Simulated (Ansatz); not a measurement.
Runs of Ansatz 0.2.0 on Sb. Symmetry: P2_1/m, No. 11, monoclinic system. Conventional cell: a = 3.122 Å, b = 4.348 Å, c = 4.406 Å, α = 90.00°, β = 90.51°, γ = 90.00°. Sb (site symmetry m) is surrounded by 6 Sb at 3.04 to 3.15 Å. This isn't the form of Sb at room conditions, which is rhombohedral.

| task | level | spin | cell | k mesh | points for each segment of the path | gap on the mesh (eV) | pressure (GPa) | largest force (eV/Å) |
| --- | --- | --- | --- | --- | --- | --- | --- | --- |
| single point | PBE0 | SOC, no magnetisation | as given | 4 × 3 × 3 | - | none | -2.5 | (a) |
| single point | PBEsol0 | off | as given | 5 × 3 × 3 | - | none | -2.5 | 0.24 |
| single point | B3LYP | off | as given | 5 × 3 × 3 | - | none | 3.3 | (b) |
| band structure | HSE03 | off | as given | 5 × 3 × 3 | 4 | none | -0.3 | 0.19 |
| relaxation of cell and atoms | HF | off | relaxed | 5 × 3 × 3 | - | none | 0.0 | - |

Alike in all rows: potentials or basis Ansatz PAW; cutoff (eV) 420; smearing fermi-dirac 0.05 eV; the mesh is coarse, so values aren't converged.

Q: Fill in the values left out.

A: (a) 0.09; (b) 0.22.

Caveats: all runs use coarse meshes; the PAW data sets come from PBE, with cores solved anew for the run's functional, which leaves a small shift of forces and pressure; the thresholds are loose for stress (some runs); spin-orbit coupling is left out, which moves the levels of the heavy elements (some runs); the plane-wave basis is chosen anew once the cell has moved, so the energies of steps on either side of that aren't comparable (some runs).

A k mesh can miss the band edges, and rows without SOC leave out spin-orbit coupling on Sb.

A gap of «none» marks a metal or a gap under the smearing width.
